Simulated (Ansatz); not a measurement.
FeGe:

```
Ge Fe
1.0
     4.68900    0.00000    0.00000
     0.00000    4.68900    0.00000
     0.00000    0.00000    4.68900
Ge Fe
4 4
Direct
  0.15800 0.34200 0.65800
  0.34200 0.65800 0.15800
  0.65800 0.15800 0.34200
  0.84200 0.84200 0.84200
  0.86500 0.63500 0.36500
  0.63500 0.36500 0.86500
  0.36500 0.86500 0.63500
  0.13500 0.13500 0.13500
```

Base run:

| Quantity | Value |
| --- | --- |
| Program | Ansatz 0.2.0 |
| Functional | r2SCAN |
| Potentials or basis | Ansatz PAW |
| Cutoff | 500 eV |
| Density cutoff | 2000 eV |
| k mesh | 6 × 6 × 6 |
| Occupations | fermi-dirac, width 0.05 eV |
| Spin | collinear spin, ferromagnetic start |
| Starting moments | [0.0, 0.0, 0.0, 0.0, 3.0, 3.0, 3.0, 3.0] μB |

Its results: band gap on the k mesh none (metal or under the smearing width); pressure 2.4 GPa; net moment 7.71 μB per cell; site moments Ge -0.09; Fe +2.16 μB; largest force 0.285 eV/Å.

The run is repeated on the same cell with these changes: functional from r2SCAN to LDA; cutoff from 500 eV to 420 eV; density cutoff from 2000 eV to 1680 eV. What comes out?

Band gap on the k mesh none (metal or under the smearing width); pressure -15.2 GPa; net moment 4.08 μB per cell; site moments Ge -0.05; Fe +1.10 μB; largest force 0.244 eV/Å.

Caveats: the PAW data sets come from PBE, with cores solved anew for the run's functional, which leaves a small shift of forces and pressure; the magnetic or orbital state may not be the lowest (some runs).

Not every run made on this cell is shown here.
